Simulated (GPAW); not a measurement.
AlPt:

```xyz
2
Lattice="3.0915 0.0000 0.0000 0.0000 3.0915 0.0000 0.0000 0.0000 3.0915" Properties=species:S:1:pos:R:3 pbc="T T T"
Pt    1.5458    1.5458    1.5458
Al    0.0000    0.0000    0.0000
```

Measurements of this composition are mostly on another form, of space group No. 198.

```yaml
Program: GPAW 26.7.0
Task: relaxation of cell and atoms
Functional: PBEsol
Dispersion: D3(BJ)
Potentials_or_basis: PAW data sets generated in the run's folder for this functional
Cutoff: 600 eV
Basis: pw
k_mesh: 9 × 9 × 9
Occupations: fermi-dirac, width 0.05 eV
Spin: no spin polarisation
```

At the start: pressure -11.1 GPa; volume 14.77 Å³/atom.

Question: Where does the relaxation end?

Answer: Over 4 steps the energy falls by 30.4 meV/atom and the volume is 13.94 Å³/atom (-5.6 %); space group Pm-3m (No. 221, to 0.05 Å).

The path:
| step | energy change (eV) | largest force (eV/Å) | pressure (GPa) | volume (Å³) |
| --- | --- | --- | --- | --- |
| 1 | 0.0000 | 0.0000 | -11.07 | 29.55 |
| 2 | -0.0368 | 0.0000 | -7.27 | 28.91 |
| 3 | -0.0607 | 0.0000 | 0.67 | 27.79 |
| 4 | -0.0609 | 0.0000 | -0.03 | 27.88 |

Final structure:
```xyz
2
Lattice="3.0324 0.0000 0.0000 0.0000 3.0324 0.0000 0.0000 0.0000 3.0324" Properties=species:S:1:pos:R:3 pbc="T T T"
Pt    1.5162    1.5162    1.5162
Al    0.0000    0.0000    0.0000
```

Caveat: later steps reuse the first step's grids; pairwise dispersion overbinds metals, which lowers pressure and volume.
